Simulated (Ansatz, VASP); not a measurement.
# AlN: VASP beside Ansatz

Contents of INCAR:

```
  PREC = Accurate
  ENCUT = 520
  EDIFF = 1E-7
  ISMEAR = 0
  SIGMA = 0.05
  LREAL = False
  LASPH = True
  NELM = 80
  ALGO = Normal
  ISIF = 2
  LWAVE = False
  LCHARG = False
  GGA = PS
  NBANDS = 36
```

Contents of KPOINTS:

```
Automatic mesh
0
Gamma
  8 8 2
```

The input POSCAR:

```
AlN
1.0
   -2.0226209166     -2.0226209166      0.0000000000
    2.0226209166     -2.0226209166      0.0000000000
    0.0000000000      0.0000000000     12.3857254996
Al N
6 6
Direct
    0.0000000000      0.0000000000      0.0816349592
    0.5000000000      0.5000000000      0.2449375382
    0.0000000000      0.0000000000      0.4082401172
    0.5000000000      0.5000000000      0.5715426962
    0.0000000000      0.0000000000      0.7348452751
    0.5000000000      0.5000000000      0.8981478541
    0.5000000000      0.5000000000      0.0816349592
    0.0000000000      0.0000000000      0.2449375382
    0.5000000000      0.5000000000      0.4082401172
    0.0000000000      0.0000000000      0.5715426962
    0.5000000000      0.5000000000      0.7348452751
    0.0000000000      0.0000000000      0.8981478541
```

Input for Ansatz:

```yaml
crystal:
  lattice:
    - [-2.0226209166, -2.0226209166, 0.0]
    - [2.0226209166, -2.0226209166, 0.0]
    - [0.0, 0.0, 12.3857254996]
  atoms:
    - { symbol: Al, position: [0.0, 0.0, 0.0816349592] }
    - { symbol: Al, position: [0.5, 0.5, 0.2449375382] }
    - { symbol: Al, position: [0.0, 0.0, 0.4082401172] }
    - { symbol: Al, position: [0.5, 0.5, 0.5715426962] }
    - { symbol: Al, position: [0.0, 0.0, 0.7348452751] }
    - { symbol: Al, position: [0.5, 0.5, 0.8981478541] }
    - { symbol: "N", position: [0.5, 0.5, 0.0816349592] }
    - { symbol: "N", position: [0.0, 0.0, 0.2449375382] }
    - { symbol: "N", position: [0.5, 0.5, 0.4082401172] }
    - { symbol: "N", position: [0.0, 0.0, 0.5715426962] }
    - { symbol: "N", position: [0.5, 0.5, 0.7348452751] }
    - { symbol: "N", position: [0.0, 0.0, 0.8981478541] }
basis:
  ecutwfc: 420
kpoints:
  mp_grid: { grid: [8, 8, 2] }
hamiltonian:
  xc: pbesol
scf:
  occupations: { method: gaussian, width: 0.05 }
output:
  forces: true
  stress: true
  eigenvalues: true
```

Alike in both runs: task single point; functional PBEsol; k mesh 8 × 8 × 2; occupations gaussian, width 0.05 eV; no spin polarisation.

|  | VASP | Ansatz |
| --- | --- | --- |
| version | VASP 6.6.1 | Ansatz 0.2.0 |
| potentials or method | VASP PAW PBE potentials, release 64 (Al, N) | scalar-relativistic, plane waves, PAW |
| plane-wave cutoff (eV) | 520 | 420 |
| valence electrons in the cell | 48 | 48 |

```tsv
	VASP	Ansatz	Ansatz less VASP
gap on the k mesh at the Fermi level (eV)	4.19	4.20	+0.005
least direct gap on the mesh (eV)	4.48	4.48	+0.004
pressure (GPa)	-3.7	-3.6	+0.09
largest component of the traceless stress (GPa)	1.34	1.34	0.000
rms of the force components (eV/Å)	0.252	0.250	-0.0016
```

Atom by atom the forces differ by 0.002 eV/Å (rms over components). With one functional, cell and mesh, what is left measures potentials, basis and numerics.

Caveats: the PAW data sets were made with another functional, which shifts forces and pressure a little (VASP). A k mesh can miss the band edges.
